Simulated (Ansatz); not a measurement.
Reaction (formal hydrolysis of a C–C bond): `CS(=O)(=O)Cc1ccccc1` + H₂O → `Oc1ccccc1` + `CS(C)(=O)=O`

Program: Ansatz. Geometries: PBE0-D4/def2-TZVP. ΔE: electronic, gas phase. CCSD(T)/CBS is the MP2 limit (def2-TZVPP, def2-QZVPP) plus CCSD(T) − MP2 in def2-TZVPP, frozen cores. This one scheme is used for every species. One conformer a species, not always the lowest.

```json
{"species": "`CS(=O)(=O)Cc1ccccc1`", "CCSD/CBS(def2) energy (Eh)": "-858.45809"}
{"species": "H₂O", "CCSD/CBS(def2) energy (Eh)": "-76.37179"}
{"species": "`Oc1ccccc1`", "CCSD/CBS(def2) energy (Eh)": "-307.03590"}
{"species": "`CS(C)(=O)=O`", "CCSD/CBS(def2) energy (Eh)": "-627.77938"}
```

Question: Work out ΔE.

Answer: ΔE = (-307.03590) + (-627.77938) − (-858.45809) − (-76.37179) = 0.01460 Eh = +0.40 eV. CCSD(T)/CBS gives +0.44 eV.

Largest T1 diagnostic among the species: 0.015.

From BLYP to BHLYP (50 % exact exchange), in def2-TZVPP and without D4, ΔE moves by +0.09 eV. At CCSD(T), def2-SVP lies −0.09 eV from the extrapolated value and def2-TZVPP −0.02 eV.
